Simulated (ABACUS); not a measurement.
A run of ABACUS 3.10.1:

INPUT

```
INPUT_PARAMETERS
suffix              TaN
calculation         scf
basis_type          lcao
pseudo_dir          ./
orbital_dir         ./
symmetry            1
dft_functional      pbe
ecutwfc             100
pseudo_rcut         10
nspin               1
nbands              13
ks_solver           genelpa
smearing_method     fd
smearing_sigma      0.00367493
scf_thr             1e-07
scf_nmax            100
mixing_type         broyden
mixing_beta         0.7
cal_force           1
cal_stress          1
out_mul             1
```

File STRU:

```
ATOMIC_SPECIES
Ta 180.9479 Ta.upf
N 14.0070 N.upf

NUMERICAL_ORBITAL
Ta_confined-atom_7au_3s2p2d1f.orb
N_confined-atom_6au_2s2p1d.orb

LATTICE_CONSTANT
1.8897261246

LATTICE_VECTORS
2.9380000000 0.0000000000 0.0000000000
-1.4690000000 2.5443826363 0.0000000000
0.0000000000 0.0000000000 2.8830000000

ATOMIC_POSITIONS
Direct

Ta
0.0
1
0.0114440000 0.0083290000 0.4832640000 1 1 1

N
0.0
1
0.6525550000 0.3388060000 0.0058730000 1 1 1
```

Contents of KPT:

```
K_POINTS
0
Gamma
10 10 9 0 0 0
```

Potentials or basis: PseudoDojo NC SR 0.4.1 PBE standard, DZP LCAO (the cutoffs set its grid).

Launch:

```bash
$ OMP_NUM_THREADS=1 mpirun -np 4 abacus > log
```

Hardware: 4 MPI ranks on Intel(R) Xeon(R) CPU @ 2.80GHz (Skylake/Cascade Lake), with other jobs on the host.

**Question.** Estimate the wall time of this run.

**Answer.** It took 17 s on 4 MPI ranks on Intel(R) Xeon(R) CPU @ 2.80GHz (Skylake/Cascade Lake), with other jobs on the host, peak memory 0.48 GiB a rank. Counts: scf iterations 10, k points 452, bands 13, basis 39, ranks 4.
